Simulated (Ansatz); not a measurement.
# CdS (Greenockite) (P6_3mc) in Ansatz: a series of runs, part 2 of 2

Ansatz 0.2.0. Earlier steps stand in the parts before.

### 4 Phonons, PBE, collinear spin, ferrimagnetic start

Contents of input.yaml:

```yaml
crystal:
  lattice:
    - [4.15, 0.0, 0.0]
    - [-2.075, 3.5940054257, 0.0]
    - [0.0, 0.0, 6.737]
  atoms:
    - { symbol: Cd, position: [0.6666666667, 0.3333333333, 0.5], spin: 0.5 }
    - { symbol: Cd, position: [0.3333333333, 0.6666666667, 0.0], spin: -0.25 }
    - { symbol: S, position: [0.6666666667, 0.3333333333, 0.875] }
    - { symbol: S, position: [0.3333333333, 0.6666666667, 0.375] }
kpoints:
  mp_grid: { grid: [7, 7, 4] }
scf:
  occupations: { method: gaussian, width: 0.05 }
  lower_state_search: "off"
hamiltonian:
  xc: pbe
  pseudopotentials:
    kind: all_electron
    lapw: { basis_error: 0.001 }
    relativity: none
magnetization:
  spin_polarized: true
output: {}
phonons:
  method: fd
  supercell: [1, 1, 1]
```

Potentials or basis: all-electron LAPW, non-relativistic.

Launch:

```console
$ ansatz run input.yaml --threads 2 --pin off --max-ram 6144MiB --backend cpu --events-out ev --progress --plain --runs-dir out
```

Standard output:

```text
Warning: RAYON_NUM_THREADS=2 ignored (pool sized by the plan → 2); use --threads N
LAPW: plane waves up to 8.333 Å⁻¹, error target 1.0e-3 eV per atom; S in spheres of 1.063 Å, 14 of its electrons in bands, Dirac shells []; Cd in spheres of 1.388 Å, 20 of its electrons in bands, Dirac shells [] (how accurate: hamiltonian.pseudopotentials.lapw.basis_error, Limitations)
Engine: ansatz 0.2.0, aarch64-unknown-linux-gnu
Pseudopotentials: kind: all_electron
Pseudopotential: Cd, LAPW, valence charge 20, lapw/all_electron/none/Cd, Schrödinger's equation, point nucleus
Pseudopotential: S, LAPW, valence charge 14, lapw/all_electron/none/S, Schrödinger's equation, point nucleus
Functional definition: PBE
  parameter kappa = 0.804
  parameter beta = 0.06672455060314922
  exchange = pbe_x(kappa = kappa, mu = beta*pi^2/3)
[... 172 lines left out ...]
  k-point 1 ↑: bands = ["-195.2894", "-195.2894", "-141.3310", "-141.3310", "-141.3295", "-141.3295", "-141.3295", "-141.3295", "-85.4841", "-85.4840", "-52.6730", "-52.6730", "-52.6729", "-52.6729", "-52.6726", "-52.6721", "-4.3457", "-4.1011", "-0.5682", "-0.5682", "-0.5404", "-0.5159", "-0.5159", "-0.2205", "-0.2205", "-0.1638", "-0.1638", "0.0132", "4.1035", "6.7112", "7.0081", "7.0081", "7.5169", "7.5169", "10.1088", "10.9857", "14.1219", "14.2874", "14.2874", "14.8008", "15.0104", "15.0104"]
  k-point 2 ↑: bands = ["-195.2894", "-195.2894", "-141.3310", "-141.3310", "-141.3295", "-141.3295", "-141.3295", "-141.3295", "-85.4840", "-85.4840", "-52.6730", "-52.6730", "-52.6730", "-52.6730", "-52.6724", "-52.6724", "-4.2181", "-4.2181", "-0.5449", "-0.5449", "-0.5449", "-0.5449", "-0.3392", "-0.3392", "-0.1896", "-0.1896", "-0.1896", "-0.1896", "5.3321", "5.3321", "7.2567", "7.2567", "7.2567", "7.2567", "10.9098", "10.9098", "13.9689", "13.9690", "14.5452", "14.5452", "14.5452", "14.5452"]
  k-point 27 ↓: bands = ["-195.2894", "-195.2894", "-141.3310", "-141.3310", "-141.3295", "-141.3295", "-141.3295", "-141.3295", "-85.4840", "-85.4840", "-52.6735", "-52.6735", "-52.6733", "-52.6733", "-52.6723", "-52.6723", "-3.9898", "-3.9898", "-0.4340", "-0.4340", "-0.4083", "-0.4083", "-0.2431", "-0.2431", "-0.1951", "-0.1951", "0.3587", "0.3587", "4.0038", "4.0038", "5.4462", "5.4462", "6.5614", "6.5615", "12.3423", "12.3423", "13.7457", "13.7457", "14.3500", "14.3500", "16.3372", "16.3372"]
--- Phonons: 8 displaced members + reference (amplitude 0.01 Å, Σ member SCF iterations 60) ---
  symmetry images taken by strict's conditions (phonons.symmetry_images: auto; settled by no image being taken that strict refuses)
  ASR residual: 4.480e-4 → 0.000e0 eV/Å²; symmetrization residual: 3.557e-4 eV/Å²
  largest component of a force at the reference: 8.5e-2 eV/Å
  ASR residual per site (eV/Å²): 1.62e-4 1.85e-4 4.35e-4 4.48e-4
  Γ frequencies (cm⁻¹): 0.00 0.00 0.00 32.78 32.78 139.27 251.09 251.09 254.78 262.96 262.96 310.80
  density of states and harmonic sums: on the 17×17×9 q-mesh, interpolated from the force constants of a 1×1×1 supercell (no non-analytic term)
  largest difference from the sums on the solved wave vectors: F 4.09e-1 eV, S 6.67e-4 and C_V 2.58e-4 eV/K
  zero-point energy: 0.129795 eV/cell   skipped modes (ω ≤ 0): 3   left out of the sums: 9.61e-5 of the cell's modes: C_V's classical limit lies that fraction below 3 k_B per atom; for a crystal, a wire or a layer, F and S can be off by more, and a phonons.interpolated_qmesh denser along its periods is the remedy for the sampling
```

phdos.tsv:

```text
# omega_inv_cm	omega_thz	g_bin_mean(omega)[modes/inv_cm]
# format = ansatz-phdos/2
# interpolated_qmesh = 17 17 9
# force_constants_supercell = 1 1 1
# published_state_doubts = seeded_moment_not_kept
# phonon_supercell_doubts = seeded_moment_not_kept
# lo_to_splitting: not included (the non-analytic LO-TO correction is not applied to the interpolated dynamical matrix; polar crystals: no LO-TO splitting at GAMMA, and LO and other optical branches, acoustic branches and sound speeds, and with them the density of states and the thermodynamics, can be off between the wave vectors that the force constants were sampled on, most near GAMMA; a larger extent of the force constants narrows that region and is not shown to mend the acoustic slopes)
# g_bin_mean(omega): the modes in a bin one row spacing wide, centred on omega, divided by that spacing. A flat band (one whose frequency is the same at every q-point) is counted whole in the row whose bin holds it (on the edge of two bins, in the lower row). The modes of the run's own cell are the sum of g_bin_mean times the row spacing in inv_cm (a plain sum, not the trapezoid rule); for a one-atom cell on a GAMMA-only q-mesh every row is zero, so that sum is 0, not 3
0.000000	0.000000	6.174787e-8
0.621595	0.018635	1.605445e-6
1.243190	0.037270	6.051291e-6
1.864786	0.055905	1.346104e-5
2.486381	0.074540	2.383468e-5
3.107976	0.093175	3.717222e-5
[... 493 lines left out ...]
310.175996	9.298842	1.928653e-3
310.797591	9.317477	1.110259e-4
```

Run time: 13 min. Hardware: 2 threads of Arm Neoverse V2, shared host; peak memory 0.84 GiB.

Results:

* Free energy: -319201.0233 eV
* Largest force: 0.085 eV/Å
* Band gap on the k mesh: 1.69 eV, direct
* Net moment: 0.00 μB per cell
* Absolute moment: 0.00 μB per cell
* Highest phonon frequency at Γ, LO-TO splitting left out: 311 cm⁻¹

Forces in eV/Å, atoms in the order of the input:
```
Cd   0.000  0.000 -0.085
Cd   0.000  0.000 -0.085
S    0.000  0.000  0.085
S    0.000  0.000  0.085
```

Levels at points of the mesh, in eV from the valence-band top:
Spin up:
```
            k point  band 32  band 33  band 34  band 35  band 36  band 37
 (0.00, 0.00, 0.00)    -0.04     0.00     0.00     1.69     3.30     6.61
(0.00, 0.00, -0.50)    -0.37    -0.37    -0.37     3.28     3.28     6.34
```
Spin down:
| k point | band 30 | band 31 | band 32 | band 33 | band 34 | band 35 | band 36 | band 37 | band 38 | band 39 |
| --- | --- | --- | --- | --- | --- | --- | --- | --- | --- | --- |
| (0.00, 0.00, 0.00) | -0.72 | -0.72 | -0.04 | 0.00 | 0.00 | 1.69 | 3.30 | 6.61 | 6.61 | 6.94 |
| (0.00, 0.00, -0.50) | -2.30 | -0.37 | -0.37 | -0.37 | -0.37 | 3.28 | 3.28 | 6.34 | 6.34 | 6.92 |

Phonon frequencies in cm⁻¹ (negative: imaginary):
```csv
q point,frequencies
"(0.000, 0.000, 0.000)",0 0 0 33 33 139 251 251 255 263 263 311
```

Caveat: a metal's response needs a denser mesh; relativity is left out, which matters for the heavier elements; the starting moments weren't kept.

### 5 Summary

| task | level | potentials or basis | spin | fixed moment (μB) | cell | k mesh | cutoff (eV) | smearing | scf convergence dr2 threshold | search for lower states | basis error allowed | other keys | gap on the mesh (eV) | pressure (GPa) | moment (μB) | largest force (eV/Å) |
| --- | --- | --- | --- | --- | --- | --- | --- | --- | --- | --- | --- | --- | --- | --- | --- | --- |
| band structure | PBE+D4 | all-electron LAPW, relativistic spinors | non-collinear, antiferromagnetic start, SOC | - | cell squeezed | 5 × 5 × 3 | 295 | methfessel-paxton 0.05 eV | 1e-06 | - | 0.0005 eV/atom | scf.convergence.dr2_threshold = 1e-06 | 1.47 | 9.9 | 0.00 | 0.09 |
| band structure | PBE | all-electron LAPW, scalar-relativistic | collinear, ferromagnetic start | 1.0 | as given | 7 × 7 × 4 | 267 | tetrahedron | - | - | 0.0005 eV/atom | - | - | 4.4 | - | 0.05 |
| phonons | PBE | all-electron LAPW, non-relativistic | collinear, ferrimagnetic start | - | as given | 7 × 7 × 4 | 265 | gaussian 0.05 eV | - | off | 0.001 eV/atom | - | 1.69 | - | 0.00 | 0.08 |

Caveats: the starting moments weren't kept (some runs); the thresholds are loose for stress (some runs); the total moment is fixed, so each spin has its own Fermi level (some runs); with tetrahedron occupations forces and stress needn't match the slope of the energy (some runs); a metal's response needs a denser mesh (some runs); relativity is left out, which matters for the heavier elements (some runs).

Compare energies only between runs with the same functional and basis.

### 6 Against experiment

Step 4. Measured gap of CdS: 2.5809 eV (quoted in “Isotope dependence of band-gap energy”, 2008, arxiv:0807.2152). This calculation gives 1.69 eV (-0.89 eV). Spin-orbit coupling on Cd is left out. The value is that of PBE, without temperature or zero-point motion. Semilocal functionals fall short of measured gaps as a rule.
